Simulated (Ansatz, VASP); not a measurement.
Two plane-wave programs on HgTe (Coloradoite)

```
CELL_PARAMETERS angstrom
0.00000 3.21450 3.21450
3.21450 0.00000 3.21450
3.21450 3.21450 0.00000
ATOMIC_POSITIONS crystal
Hg 0.00000 0.00000 0.00000
Te 0.75000 0.75000 0.75000
```

Alike in both runs: task relaxation of cell and atoms; functional PBEsol; dispersion D3(BJ); k mesh 7 × 7 × 7; occupations fermi-dirac, width 0.05 eV; no spin polarisation.

```csv
,VASP,Ansatz
version,VASP 6.6.1,Ansatz 0.2.0
potentials or method,"VASP PAW PBE potentials, release 64 (Hg, Te)",Ansatz PAW
plane-wave cutoff (eV),600,420
valence electrons in the cell,18,36
```

|  | VASP | Ansatz | Ansatz less VASP |
| --- | --- | --- | --- |
| gap on the k mesh at the Fermi level, each at its own relaxed structure (eV) | none | none | - |
| relaxed volume (Å³/atom) | 33.35 | 33.22 | -0.130 |
| relaxed cell length with the largest relative difference (Å) | 4.552 | 4.546 | -0.0059 |

A gap of «none» marks a metal or a gap that the smearing closes. The two sets of potentials don't hold the same shells in valence.

Caveats: pairwise dispersion overbinds metals, which lowers pressure and volume; the PAW data sets were made with another functional, which shifts forces and pressure a little (VASP); the plane-wave basis is chosen anew once the cell has moved, so the energies of steps on either side of that aren't comparable (Ansatz); the PAW data sets come from PBE, with cores solved anew for the run's functional, which leaves a small shift of forces and pressure (Ansatz). Zero-point motion and thermal expansion aren't in these numbers. Spin-orbit coupling is left out, which matters for the levels of Hg, Te.
